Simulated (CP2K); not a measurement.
Runs of CP2K 2026.2 on Pb. The typed cell holds 1 atom: a = 3.476 Å, b = 3.523 Å, c = 3.499 Å, α = 59.64°, β = 59.57°, γ = 60.06°. 

| level | cutoff of the non-local correlation (Ry) | gap on the mesh (eV) | pressure (GPa) |
| --- | --- | --- | --- |
| LDA | - | none | (b) |
| PBE | - | none | 3.6 |
| M06-L | - | none | -2.7 |
| vdW-DF2 | 300 | none | 8.9 |
| WC | - | none | (a) |
| optB88-vdW | 300 | none | 5.8 |
| PBEsol | - | none | 2.9 |

Alike in all rows: task single point; potentials or basis POTENTIAL_UZH Pb GTH-PBE-q4; TZVP-MOLOPT-PBE-GTH basis; no spin polarisation; cell as given; k mesh 9 × 9 × 9; smearing fermi-dirac 0.05 eV.

Problem. Estimate the missing entries.

Solution. (a) 3.1; (b) 3.2.

Caveats: the basis of atomic orbitals isn't converged, which shifts pressures, moduli and gaps; the potentials were made for another functional, which shifts forces and pressure (some runs).

A k mesh can miss the band edges, and the runs leave out spin-orbit coupling on Pb.

A gap of «none» marks a metal or a gap under the smearing width.
